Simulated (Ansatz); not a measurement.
Rocksalt BaTe, relaxed with r2SCAN, was run in the PAW code Ansatz under altered settings. All numbers are computed, without spin polarisation but where a row says otherwise.

```
CELL_PARAMETERS angstrom
0.00000 3.53239 3.53239
3.53239 0.00000 3.53239
3.53239 3.53239 0.00000
ATOMIC_POSITIONS crystal
Ba 0.00000 0.00000 0.00000
Te 0.50000 0.50000 0.50000
```

The base run's other keys:
```yaml
kpoints:
  mp_grid: { grid: [4, 4, 4] }
hamiltonian:
  xc: hse06
scf:
  occupations: { method: fixed }
  n_extra_bands: 4
```

It takes 13 iterations with 1759 plane waves at 420 eV and 8 k points, and leaves a mean stress of -0.22 GPa. The gap over this mesh is 2.347 eV.

Outcomes, with energy and stress as changes against the base:
```csv
setting,outcome,ΔF (meV/atom),Δ mean stress (GPa),gap on the mesh (eV),iterations
scf.exx.ecutfock_ratio: 4,converged,0.0,0.0,2.347,13
"PBE hybrid, exx coeff 1.5, omega 0.5 1/Å",refused,–,–,–,–
"PBE hybrid, exx coeff 0.35, omega 0.2078 1/Å",converged,–,-0.1,2.639,13
"PBE hybrid, exx coeff 0.4, omega 0.5 1/Å",converged,–,0.0,2.115,13
"kpoints.mp_grid.grid: [2, 4, 6]","converged, warned",+19.8,+0.1,2.329,13
```
A dash marks a value that wasn't obtained or can't be compared. Stress is positive in compression. Its mean hides that meshes of lower symmetry stress the axes unequally.

- PBE hybrid, exx coeff 1.5, omega 0.5 1/Å. The input is refused before any iteration. Error: invalid value for `hamiltonian.xc.exx.coeff`: must be finite and in (0, 1]; got 1.5
- PBE hybrid, exx coeff 0.35, omega 0.2078 1/Å. That is 35 % exact exchange, screened with ω = 0.2078 1/Å, against HSE06's 25 % screened at 0.208 1/Å. The mean stress moves by -0.1 GPa and the gap on the mesh by +0.293 eV (to 2.639). Totals of different functionals aren't comparable.
- PBE hybrid, exx coeff 0.4, omega 0.5 1/Å. That is 40 % exact exchange, screened with ω = 0.5 1/Å, against HSE06's 25 % screened at 0.208 1/Å. The mean stress moves by 0.0 GPa and the gap on the mesh by -0.232 eV (to 2.115). Totals of different functionals aren't comparable.
- kpoints.mp_grid.grid: [2, 4, 6]. The free energy moves by +19.8 meV an atom, the mean stress by +0.1 GPa and the gap on the mesh by -0.018 eV (to 2.329). The mesh breaks the crystal's symmetry, so the stress, and any force that symmetry no longer fixes, lose it too. The mesh is too coarse. Warned: symmetry narrowed by mesh.

Within 1 meV an atom, 0.1 GPa and 0.005 eV of the base stay: scf.exx.ecutfock_ratio: 4.

No spin-orbit coupling is included; it can move band edges with weight on the heavy atoms by tenths of an eV.

The stress of a hybrid is loosely converged in these runs.

The meshes of the hybrids are coarse, so their gaps aren't converged to the digits shown.
